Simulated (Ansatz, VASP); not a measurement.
# One calculation of Pb, two programs

INCAR

```
PREC = Accurate
ENCUT = 520
EDIFF = 1E-6
ISMEAR = -1
SIGMA = 0.05
LREAL = False
LASPH = True
NELM = 100
ALGO = Fast
ISIF = 2
LWAVE = False
LCHARG = True
GGA = PS
LELF = True
LVHAR = True
NBANDS = 21
```

Contents of KPOINTS:

```
Automatic mesh
0
Gamma
  9 9 5
```

Contents of POSCAR:

```
Pb
1.0
    3.0587306239     -1.7619118207      0.0000000000
    3.0587306239      1.7619118207      0.0000000000
   -2.1294727321      0.0000000000      6.1355917714
Pb
2
Direct
    0.9085084100      0.9085084100      0.7262922000
    0.0914915900      0.0914915900      0.2737078000
```

input.yaml

```yaml
crystal:
  lattice:
    - [3.0587306239, -1.7619118207, 0.0]
    - [3.0587306239, 1.7619118207, 0.0]
    - [-2.1294727321, 0.0, 6.1355917714]
  atoms:
    - { symbol: Pb, position: [0.90850841, 0.90850841, 0.7262922] }
    - { symbol: Pb, position: [0.09149159, 0.09149159, 0.2737078] }
hamiltonian:
  xc: pbesol
  pseudopotentials: { kind: paw }
kpoints:
  mp_grid: { grid: [9, 9, 5] }
scf:
  occupations: { method: fermi_dirac, width: 0.05 }
output:
  forces: true
  stress: true
  eigenvalues: true
  write_density: true
  write_potential: true
  elf: true
  volumetric_format: npy
```

This isn't the form of Pb at room conditions, which is fcc.

Alike in both runs: task single point; functional PBEsol; k mesh 9 × 9 × 5; occupations fermi-dirac, width 0.05 eV; no spin polarisation.

|  | VASP | Ansatz |
| --- | --- | --- |
| version | VASP 6.6.1 | Ansatz 0.2.0 |
| potentials or method | VASP PAW PBE potentials, release 64 (Pb_d) | Ansatz PAW |
| plane-wave cutoff (eV) | 520 | 420 |
| valence electrons in the cell | 28 | 28 |

Ansatz gave:

```
gap on the k mesh at the Fermi level (eV)       : none
pressure (GPa)                                  : -2.5
largest component of the traceless stress (GPa) : 0.08
rms of the force components (eV/Å)              : 0.097
```

Question: Which values does VASP return?

Answer: gap on the k mesh at the Fermi level (eV): none; pressure (GPa): -2.5; largest component of the traceless stress (GPa): 0.08; rms of the force components (eV/Å): 0.098.

Atom by atom the forces differ by 0.000 eV/Å (rms over components). A gap of «none» marks a metal or a gap that the smearing closes.

Caveats: the PAW data sets were made with another functional, which shifts forces and pressure a little (VASP); the PAW data sets come from PBE, with cores solved anew for the run's functional, which leaves a small shift of forces and pressure (Ansatz). Spin-orbit coupling is left out, which matters for the levels of Pb.
